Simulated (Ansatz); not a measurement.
## NbN: pressure against volume per atom

Results calculated with Ansatz 0.2.0, not measured. Periodic Kohn-Sham DFT of a crystal at fixed atoms; pressure and stress are positive in compression; the energy is the free energy less that of spherical unpolarised free atoms; site moments are those in the method's own spheres, positive along +z.

Cell of the first row (space group Fm-3m, No. 225):
```
CELL_PARAMETERS angstrom
0.00000 2.14970 2.14970
2.14970 0.00000 2.14970
2.14970 2.14970 0.00000
ATOMIC_POSITIONS crystal
Nb 0.50000 0.50000 0.50000
N 0.00000 0.00000 0.00000
```

Settings of every row: method frozen-core PAW; functional PBEsol; relativity scalar; k mesh 14x14x14; filling fermi-dirac; smearing width 0.08 eV; wave cutoff 420 eV; paw set soft_2.

Atom start moment: 0 on all atoms.

Limits: PAW files made with PBE.

| row | volume per atom (Å³) | pressure (GPa) |
| --- | --- | --- |
| 1 | 9.934 | 21.155 |
| 2 | 10.146 | 12.632 |
| 3 | 10.357 | 4.986 |
| 4 | 10.463 | 1.464 |
| 5 | 10.568 | -1.872 |
| 6 | 10.674 | -5.032 |
| 7 | 10.78 | -8.024 |
| 8 | 10.991 | ? |
| 9 | 11.202 | -18.494 |

Question: what pressure should row 8 give?

Worked fit of pressure. Take u = (V_r/V)^(2/3) − 1 with V_r = 10.515 Å³ an atom, which is twice the finite (Eulerian) strain; such expansions in the strain, on which the Birch-Murnaghan equation of state is built, carry the rest volume and the bulk modulus. The shown rows have u = 0.03862, 0.0241, 0.01014, 0.00331, -0.00335, -0.00996, -0.01646, -0.04132. Least squares give pressure = −0.2031 + 499.473 × u + 1380.72 × u² GPa; a straight line predicts inner rows, each left out in turn, worse (root mean square 0.66 against 0.018 GPa). The rows lie off it by 0.009, -0.004, -0.018, -0.001, -0.011, 0.009, 0.026, -0.010 (root mean square 0.013 GPa). The pressure vanishes at u = 0.0004, or V = 10.51 Å³ an atom, and there the bulk modulus at fixed shape and fractions is B = −V dP/dV = (2/3)(1 + u) dP/du = 334 GPa. The withheld row has u = -0.02908, so the fit gives −0.2031 + 499.473 × (-0.02908) + 1380.72 × (-0.02908)² = -13.560 GPa.

The calculation gave -13.544 GPa. The fit lies 0.016 GPa (0.04 % of the column's range) below it; its largest miss of a shown row is 0.026 GPa.
